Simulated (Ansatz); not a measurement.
# Si: energy against volume in PBE, exact exchange and the RPA

The task here is to estimate one member of a computed series from the others.

Program: Ansatz 0.2.0. PBE orbitals, norm-conserving pseudopotentials, plane waves. (Simulation; spin polarisation is off.)

## Starting point

The cell was relaxed beforehand with r2SCAN; volume changes: +0 %, -5 %, +5 %, -10 %, +10 %.

The symmetry is P6_3/mmc (No. 194, hexagonal); a = 3.832 Å, c = 6.341 Å in the conventional setting, 20.16 Å³ an atom. Si has 4 Si at 2.35–2.37 Å.

Structure file:

```xyz
4
Lattice="3.8321 0.0000 0.0000 -1.9161 3.3187 0.0000 0.0000 0.0000 6.3412" Properties=species:S:1:pos:R:3 pbc="T T T"
Si    0.0000    2.2125    0.3999
Si    1.9161    1.1062    3.5705
Si    0.0000    2.2125    2.7707
Si    1.9161    1.1062    5.9414
```

Set-up of the first run:

File input.yaml:

```yaml
crystal:
  lattice:
    - [3.8321167948, 0.0, 0.0]
    - [-1.9160583974, 3.3187104946, 0.0]
    - [0.0, 0.0, 6.3412386838]
  atoms:
    - { symbol: Si, position: [0.3333333333, 0.6666666667, 0.0630612446] }
    - { symbol: Si, position: [0.6666666667, 0.3333333333, 0.5630612446] }
    - { symbol: Si, position: [0.3333333333, 0.6666666667, 0.4369387554] }
    - { symbol: Si, position: [0.6666666667, 0.3333333333, 0.9369387554] }
kpoints:
  mp_grid: { grid: [6, 6, 2] }
hamiltonian:
  xc: pbe
  pseudopotentials: { kind: nc }
scf:
  occupations: { method: fixed }
output:
  rpa_energy:
    ecut_chi_ladder: [149, 167, 185, 205, 225]
    long_wavelength: optical_limit
basis:
  ecutwfc: 489.804952
```

Steps of the session up to this table: The unscaled cell; Volume -5 %; Volume +5 %; Volume -10 %; Volume +10 %.

One table of the session follows, with a row left open; its other results are not shown here.

It belongs to the step «The three curves». Energies in meV/atom from the unscaled cell:

| volume (Å³/atom) | PBE | exact exchange | EXX+RPA | RPA correlation |
| --- | --- | --- | --- | --- |
| 18.145 | 87.5 | 101.0 | 42.7 | -58.3 |
| 19.153 | ? | ? | ? | ? |
| 20.161 | 0.0 | 0.0 | 0.0 | 0.0 |
| 21.170 | 5.4 | 8.3 | 26.5 | 18.2 |
| 22.178 | 33.7 | 44.9 | 75.0 | 30.1 |

Q: Estimate the row for volume (Å³/atom) = 19.153 from the others.

Worked estimate for «PBE». A straight line through the neighbours (18.145, 87.5) and (20.161, 0.0) gives 87.5 + (0.0 − 87.5) × (19.153 − 18.145) / (20.161 − 18.145) = 43.8; a parabola fitted to 3 rows on both sides gives 27.4.

The run gave: PBE: 24.4; exact exchange: 27.7; EXX+RPA: 2.5; RPA correlation: -25.1. In «PBE» the line misses by +19.4 and the parabola by +3.0.
